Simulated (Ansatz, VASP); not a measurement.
**Ca2Se: VASP beside Ansatz**

```
Ca Se
1.0
     4.01998    0.00000    0.00000
    -2.00999    3.48140    0.00000
     0.00000    0.00000    7.18367
Ca Se
2 1
Direct
  0.33333 0.66667 0.74367
  0.33333 0.66667 0.25633
  0.00000 0.00000 0.00000
```

Change from the starting cell: species swapped into the Te2Mo type (P-6m2, No. 187).

Alike in both runs: functional PBE; k mesh 12 × 12 × 8; occupations gaussian, width 0.1 eV; no spin polarisation.

Ansatz relaxed the structure, and its values are those at the end. VASP's run is a single point on that final structure, the one shown.

|  | VASP | Ansatz |
| --- | --- | --- |
| version | VASP 6.6.1 | Ansatz 0.2.0 |
| potentials or method | VASP PAW PBE potentials, release 64 (Ca_sv, Se) | scalar-relativistic, plane waves, PAW |
| plane-wave cutoff (eV) | 520 | 420 |
| valence electrons in the cell | 26 | 36 |

```tsv
	VASP	Ansatz	Ansatz less VASP
gap on the k mesh at the Fermi level (eV)	none	none	-
pressure (GPa)	0.1	0.0	-0.09
rms of the force components (eV/Å)	0.007	0.001	-0.0054
```

A gap of «none» marks a metal or a gap that the smearing closes. The functional is the same, so the differences come from potentials, cutoffs and numerics. The two sets of potentials don't hold the same shells in valence.
